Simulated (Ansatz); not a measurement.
**AlGa3As4: the band gap up the ladder of functionals**

The task here is to estimate one member of a computed series from the others.

Code: Ansatz 0.2.0. PAW datasets, plane waves. The cell comes from a prototype generator: it can be a known phase or a hypothetical one. Spin polarisation is off.

## The cell

The cell was relaxed beforehand with r2SCAN.

Space group Pmm2 (No. 25), orthorhombic; conventional cell a = 4.013 Å, b = 8.021 Å, c = 5.664 Å, 22.79 Å³ an atom. Around Al lie 4 As at 2.45–2.46 Å; around As lie 2 Al at 2.45 Å and 2 Ga at 2.46 Å; around Ga lie 4 As at 2.45–2.46 Å; around As lie 3 Ga at 2.45–2.46 Å and 1 Al at 2.46 Å.

As a file:

```
Al As Ga
1.0
     4.01258    0.00000    0.00000
     0.00000    8.02075    0.00000
     0.00000    0.00000    5.66432
Al As Ga
1 4 3
Cartesian
  0.0000 0.0000 0.0054
  2.0063 0.0000 1.4158
  0.0000 2.0042 4.2496
  2.0063 4.0104 1.4119
  0.0000 6.0166 4.2496
  2.0063 2.0095 2.8324
  0.0000 4.0104 -0.0040
  2.0063 6.0112 2.8324
```

The first run:

File input.yaml:

```yaml
crystal:
  lattice:
    - [4.0125823665, 0.0, 0.0]
    - [0.0, 8.0207499128, 0.0]
    - [0.0, 0.0, 5.6643204785]
  atoms:
    - { symbol: Al, position: [0.0, 0.0, 0.000949348] }
    - { symbol: As, position: [0.5, 0.0, 0.2499443653] }
    - { symbol: Ga, position: [0.5, 0.2505425162, 0.500042202] }
    - { symbol: As, position: [0.0, 0.2498761077, 0.7502315702] }
    - { symbol: Ga, position: [0.0, 0.5, -0.0006974922] }
    - { symbol: As, position: [0.5, 0.5, 0.2492562344] }
    - { symbol: Ga, position: [0.5, 0.7494574838, 0.500042202] }
    - { symbol: As, position: [0.0, 0.7501238923, 0.7502315702] }
kpoints:
  mp_grid: { grid: [6, 4, 4] }
  band_path:
    path:
      - [[0.0, 0.0, 0.0], [0.5, 0.0, 0.0], [0.5, 0.5, 0.0], [0.0, 0.5, 0.0], [0.0, 0.0, 0.0], [0.0, 0.0, 0.5], [0.5, 0.0, 0.5], [0.5, 0.5, 0.5], [0.0, 0.5, 0.5], [0.0, 0.0, 0.5]]
      - [[0.5, 0.0, 0.0], [0.5, 0.0, 0.5]]
      - [[0.0, 0.5, 0.0], [0.0, 0.5, 0.5]]
      - [[0.5, 0.5, 0.0], [0.5, 0.5, 0.5]]
    npoints: 10
hamiltonian:
  xc: pbe
scf:
  occupations: { method: fermi_dirac, width: 0.02 }
  n_extra_bands: 6
output:
  forces: true
  stress: true
  eigenvalues: true
  write_density: true
  write_potential: true
  elf: true
  volumetric_format: npy
```

Run with:

```bash
$ ansatz run input.yaml --threads 4 --pin off --max-ram 6451MiB --backend cpu --events-out ev --progress --plain --runs-dir out
```

Steps of the session up to this table: PBE bands along the symmetry lines; r2SCAN; HSE06 at the same geometry; Single point with PBE+SOC; PBE0 at the same geometry.

One of the session's tables, all rows but one given; the rest of the session is left out.

```
  level  gap (eV)
    PBE      0.81
 r2SCAN      1.31
  HSE06         ?
PBE+SOC      0.70
   PBE0      2.29
```

Q: Estimate the row for HSE06 from the others.

As computed: gap (eV): 1.69. In the column «gap (eV)» it lies between r2SCAN (1.31) and PBE0 (2.29).

Meshes: PBE 6×4×4, r2SCAN 6×4×4, HSE06 4×2×4, PBE+SOC 6×4×4, PBE0 4×2×4

PBE reaches 48 % of the HSE06 value, and r2SCAN 77 %. PBE0 lies 0.60 eV above HSE06, which differs from it by screening the long-range exchange.

Caveats from the session: Warnings in the runs' records: stress scf threshold loose, stress exchange threshold loose.
